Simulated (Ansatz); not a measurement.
# Squeezing Sr (bcc type)

```
Sr
1.0
    -2.38166    2.38166    2.38166
     2.38166   -2.38166    2.38166
     2.38166    2.38166   -2.38166
Sr
1
Direct
  0.00000 0.00000 0.00000
```

The cell comes from a relaxation on PAW files under the same functional, begun from a prototype that needn't be the stable phase.

Its volume is scaled at fixed shape and fractional positions.

Computed with Ansatz 0.2.0; functional PBE, scalar-relativistic. Settings: a Γ-centred 11×11×11 k mesh, Fermi–Dirac smearing of 0.05 eV, no spin polarisation. Methods: LAPW: all electrons, basis error target 1 meV/atom; PAW: frozen-core files, cutoff 420 eV; crystal datasets: all electrons, by PAW datasets that the program makes for each cell; norm-conserving: pseudopotentials, cutoff 925 eV; PAW (cutoff 1000 eV): frozen-core files, cutoff 1000 eV.

Energies are extrapolated to zero smearing and count from the unscaled cell; pressure is positive in compression; gaps take the mesh and a band path. No temperature or zero-point motion is included.

The structure type is held throughout; the real material can change phase at far lower pressure.

```tsv
V/V0	V (Å³/atom)	P LAPW (GPa)	ΔE LAPW (eV/atom)	P PAW − LAPW (GPa)	ΔE PAW − LAPW (meV/atom)
1.00	54.04	0.00	0.000	0.00	0.0
0.88	47.55	1.85	0.034	0.00	0.0
0.78	42.15	4.33	0.135	0.00	0.0
0.68	36.75	?	?	?	?
0.58	31.34	15.14	0.729	0.00	0.1
0.50	27.02	23.8	1.247	0.00	0.1
0.43	23.24	35.5	1.940	-0.01	0.0
```

Fit the Vinet equation to the LAPW pressures shown (residuals weighted by 1/(|P| + 0.03·Pmax)), and predict the pressure of the withheld row.

The fit gives V0 = 54.05 Å³/atom, B0 = 11.7 GPa and B0′ = 3.34. At 36.75 Å³/atom, x = (V/V0)^(1/3) = 0.8793, and P = 3·B0·(1 − x)/x²·exp[1.5·(B0′ − 1)·(1 − x)] = 8.37 GPa. The run itself gave 8.36 GPa (+0.2 % off) and ΔE = 0.342 eV/atom.

At the smallest volume, how far do crystal datasets and norm-conserving and PAW (cutoff 1000 eV) lie from LAPW in pressure?

crystal datasets: 0.00 GPa; norm-conserving: +0.04 GPa; PAW (cutoff 1000 eV): -0.01 GPa, on a LAPW pressure of 35.5 GPa.
